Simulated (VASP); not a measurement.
A run of VASP 6.6.1 is set up as follows.

File INCAR:

```
SYSTEM = Si
  PREC = Accurate
  ENCUT = 520
  EDIFF = 1E-6
  ISMEAR = 0
  SIGMA = 0.1
  LREAL = .False.
  LASPH = .True.
  NELM = 100
  ALGO = Normal
  ISIF = 2
  LWAVE = .False.
  LCHARG = .True.
  GGA = PE
  LELF = .True.
  LVHAR = .True.
  NBANDS = 16
```

Contents of KPOINTS:

```
regular mesh
0
Gamma
  6 6 4
  0 0 0
```

The input POSCAR:

```
Si
1.0
    2.3820008253     -3.8069328039      0.0000000000
    2.3820008253      3.8069328039      0.0000000000
    0.0000000000      0.0000000000      3.7447184394
Si
4
Direct
    0.1475279391      0.8524720609      0.8526248466
    0.6475279391      0.3524720609      0.6473751534
    0.8524720609      0.1475279391      0.1473751534
    0.3524720609      0.6475279391      0.3526248466
```

Potentials or basis: VASP PAW PBE potentials, release 64 (Si).

Command:

```sh
$ cat potpaw_PBE.64/Si/POTCAR > POTCAR
$ mpirun -np 1 vasp_std > vasp.out
```

What does it give for the pressure?

-0.1 GPa.

Predict the band gap on the k mesh.

none (metal or under the smearing width).

Stress tensor (GPa, compression positive):
```
 0.02  0.00  0.00
 0.00 -0.18  0.00
 0.00  0.00 -0.23
```

Caveat: the k mesh is coarse (spacing up to 0.42 Å⁻¹), so the values aren't converged.
